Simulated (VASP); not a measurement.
VASP 6.6.1 run: RbBr

INCAR

```
ENCUT = 520
LCHARG = .FALSE.
LREAL = .FALSE.
NBANDS = 9
NSW = 0
SIGMA = 0.2
NELM = 120
PREC = Low
LWAVE = .FALSE.
ISMEAR = -5
EDIFF = 1E-7
GGA = PE
IBRION = -1
LASPH = .TRUE.
ISIF = 2
```

KPOINTS

```
KPOINTS created by Atomic Simulation Environment
0
Gamma
6 6 6
0 0 0
```

POSCAR

```
Rb Br
 1.0000000000000000
     4.2219958348000004   -0.1115015399000000   -0.1115015399000000
    -0.1115015399000000    4.2219958348000004   -0.1115015399000000
    -0.1115015399000000   -0.1115015399000000    4.2219958348000004
 Rb  Br
   1   1
Cartesian
  0.0000000000000000  0.0000000000000000  0.0000000000000000
  1.9994963775000003  1.9994963775000003  1.9994963775000003
```

The recommended PBE PAW datasets give the neutral cell 16 valence electrons.

Command

```
mpirun -np 1 vasp_std
```

OSZICAR

```
N       E                     dE             d eps       ncg     rms          rms(c)
DAV:   1     0.104592541425E+03    0.10459E+03   -0.70062E+03   576   0.153E+03
DAV:   2    -0.975959311151E+00   -0.10557E+03   -0.10358E+03   913   0.234E+02
DAV:   3    -0.612559860309E+01   -0.51496E+01   -0.51451E+01   625   0.678E+01
DAV:   4    -0.624605520747E+01   -0.12046E+00   -0.12032E+00   870   0.919E+00
DAV:   5    -0.624742511414E+01   -0.13699E-02   -0.13698E-02   643   0.102E+00    0.244E+00
DAV:   6    -0.602693428233E+01    0.22049E+00   -0.43141E-01   623   0.386E+00    0.168E+00
DAV:   7    -0.599016128235E+01    0.36773E-01   -0.21688E-01   660   0.288E+00    0.848E-01
DAV:   8    -0.599349563182E+01   -0.33343E-02   -0.16741E-02   647   0.121E+00    0.124E-01
DAV:   9    -0.599389415843E+01   -0.39853E-03   -0.24726E-03   659   0.349E-01    0.753E-02
DAV:  10    -0.599402896113E+01   -0.13480E-03   -0.28684E-04   658   0.178E-01    0.114E-02
DAV:  11    -0.599403377918E+01   -0.48181E-05   -0.12592E-05   673   0.342E-02    0.342E-03
DAV:  12    -0.599403471720E+01   -0.93802E-06   -0.21037E-06   621   0.144E-02    0.838E-04
DAV:  13    -0.599403485221E+01   -0.13501E-06   -0.16147E-07   432   0.470E-03    0.505E-04
DAV:  14    -0.599403488590E+01   -0.33696E-07   -0.21705E-08   358   0.185E-03
   1 F= -.59940349E+01 E0= -.59940349E+01  d E =0.000000E+00
```

From OUTCAR

```
k-points           NKPTS =     32   k-points in BZ     NKDIM =     32   number of bands    NBANDS=      9

   NELECT =      16.0000    total number of electrons

   dimension x,y,z NGX =    24 NGY =   24 NGZ =   24
   dimension x,y,z NGXF=    24 NGYF=   24 NGZF=   24

  energy-cutoff  :      520.00
  volume of cell :       75.10
      direct lattice vectors                 reciprocal lattice vectors
     4.221995835 -0.111501540 -0.111501540     0.237194653  0.006434158  0.006434158
    -0.111501540  4.221995835 -0.111501540     0.006434158  0.237194653  0.006434158
    -0.111501540 -0.111501540  4.221995835     0.006434158  0.006434158  0.237194653

 k-points in reciprocal lattice and weights: KPOINTS created by Atomic Simulation Env
   0.00000000  0.00000000  0.00000000       0.005
   0.16666667  0.00000000  0.00000000       0.028
   0.33333333  0.00000000  0.00000000       0.028
   0.50000000  0.00000000  0.00000000       0.014
   0.16666667  0.16666667  0.00000000       0.028
   0.33333333  0.16666667  0.00000000       0.056
   0.50000000  0.16666667 -0.00000000       0.056
  -0.33333333  0.16666667 -0.00000000       0.056
   ...

 E-fermi :  -0.8959

 k-point     1 :       0.0000    0.0000    0.0000
  band No.  band energies     occupation
      1     -26.1643      2.00000
      2     -13.4904      2.00000
      3     -10.1700      2.00000
      4     -10.1590      2.00000
      5     -10.1590      2.00000
      6      -1.1519      2.00000
      7      -1.1102      2.00000
      8      -1.1102      2.00000
      9       2.8951      0.00000

 k-point     2 :       0.1667    0.0000    0.0000
  band No.  band energies     occupation
      1     -26.1605      2.00000
      2     -13.4887      2.00000
      3     -10.1939      2.00000
      4     -10.1538      2.00000
      5     -10.1512      2.00000
      6      -1.5673      2.00000
      7      -1.1675      2.00000
      8      -1.1098      2.00000
      9       3.5046      0.00000

 k-point     3 :       0.3333    0.0000    0.0000
  band No.  band energies     occupation
      1     -26.1530      2.00000
      2     -13.4867      2.00000
      3     -10.2542      2.00000
      4     -10.1355      2.00000
      5     -10.1247      2.00000
      6      -2.2438      2.00000
      7      -1.2308      2.00000
      8      -1.1101      2.00000
      9       4.7681      0.00000

 k-point     4 :       0.5000    0.0000    0.0000
  band No.  band energies     occupation
      1     -26.1493      2.00000
      2     -13.4864      2.00000
      3     -10.2819      2.00000
      4     -10.1276      2.00000
      5     -10.1097      2.00000
      6      -2.5248      2.00000
      7      -1.2625      2.00000
      8      -1.1107      2.00000
      9       5.8037      0.00000

 k-point     5 :       0.1667    0.1667    0.0000
  band No.  band energies     occupation
      1     -26.1568      2.00000
      2     -13.4865      2.00000
      3     -10.2255      2.00000
      4     -10.1578      2.00000
      5     -10.1292      2.00000
      6      -1.7012      2.00000
      7      -1.3937      2.00000
      8      -1.1466      2.00000
      9       3.9813      0.00000

 ...

  Total       -0.0093728     -0.0093728     -0.0093728      0.1579253      0.1579253      0.1579253
  in kB       -0.1999647     -0.1999647     -0.1999647      3.3692600      3.3692600      3.3692600
  external PRESSURE =      -0.1999647 kB  Pullay stress =       0.0000000 kB

 POSITION                                       TOTAL-FORCE (eV/Angst)
 -----------------------------------------------------------------------------------
      0.00000      0.00000      0.00000         0.000000     -0.000000      0.000000
      1.99950      1.99950      1.99950        -0.000000      0.000000     -0.000000
 -----------------------------------------------------------------------------------
    total drift:                                0.000000      0.000000     -0.000000

  FREE ENERGIE OF THE ION-ELECTRON SYSTEM (eV)
  ---------------------------------------------------
  free  energy   TOTEN  =        -5.9940348859 eV

  energy  without entropy=       -5.9940348859  energy(sigma->0) =       -5.99403489
```

It converged. Results: gap between bands v and c on the k mesh 3.88 eV; least direct gap on the k mesh 4.01 eV; pressure 0.0 GPa. Band v is the last that the valence electrons fill when counted band by band, and c is the next.

For comparison, a separate PBE run of the intended cell, on usual settings and not on those above, gives a gap of 3.88 eV on its mesh and a pressure of 0.0 GPa.

The run above took about 4.2 s on one core of a shared host (Intel Xeon 6975P-C) and held 0.13 GiB at most.
